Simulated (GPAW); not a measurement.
Input of a GPAW 26.7.0 run:

run.py

```python
import numpy as np
from ase.dft.bandgap import bandgap
from ase.io import read, write
from gpaw import GPAW, PW
from gpaw.response.df import DielectricFunction

atoms = read('POSCAR')

calc = GPAW(mode=PW(500),
            xc='PBE',
            kpts={'size': (6, 6, 3), 'gamma': True},
            occupations={'name': 'fermi-dirac', 'width': 0.001},
            nbands=31,
            convergence={'density': 1e-06},
            maxiter=150,
            txt='gpaw.txt')
atoms.calc = calc
energy = atoms.get_potential_energy()
calc.write('gs.gpw')
write('result.traj', atoms)
print(f'Energy: {energy:.6f} eV')
print('Fermi level:', round(calc.get_fermi_level(), 4), 'eV')
print(f'Gap: {bandgap(calc)[0]:.4f} eV, direct: {bandgap(calc, direct=True)[0]:.4f} eV')

for size in [(11, 11, 6)]:
    name = 'x'.join(str(n) for n in size)
    dense = calc.fixed_density(kpts={'size': size, 'gamma': True},
                               nbands=64, convergence={'bands': 58, 'eigenstates': 1e-7},
                               update_fermi_level=True, txt=f'dense-{name}.txt')
    dense.write(f'{name}.gpw', mode='all')
    df = DielectricFunction(f'{name}.gpw', frequencies=np.array([0.0]), hilbert=False, eta=0.001,
                            ecut=80, nbands=58, intraband=False, txt=f'df-{name}.txt')
    for xc in ['RPA']:
        for direction in ['x', 'y', 'z', [0, 1, 1], [1, 0, 1], [1, 1, 0]]:
            e0, e = df.get_macroscopic_dielectric_constant(xc=xc, direction=direction)
            print(f'{name} {xc} {direction}: {e0:.4f} without, {e:.4f} with local fields')
```

The input POSCAR:

```
CdSe
1.0
    4.3000000000      0.0000000000      0.0000000000
   -2.1500000000      3.7239092363      0.0000000000
    0.0000000000      0.0000000000      7.0200000000
Cd Se
2 2
Direct
    0.6666666667      0.3333333333      0.5000000000
    0.3333333333      0.6666666667      0.0000000000
    0.6666666667      0.3333333333      0.8850000000
    0.3333333333      0.6666666667      0.3850000000
```

Potentials or basis: GPAW PAW data sets (gpaw-data 1.2.1), pw.

Run with:

```console
$ OMP_NUM_THREADS=1 python run.py
```

(1) Predict the electronic dielectric tensor (diagonal).

(2) Estimate the band gap on the k mesh.

## Answers

(1) 7.51, 7.51, 7.57.

(2) 0.70 eV, direct.

Caveat: the gap is small at this level, which inflates the dielectric constant; the long-wavelength limit can be off by several per cent where d states take part; an odd mesh through Γ misses points on the zone boundary, where band edges often lie.

The gap isn't set beside the measured one, since this odd mesh misses points on the zone boundary.
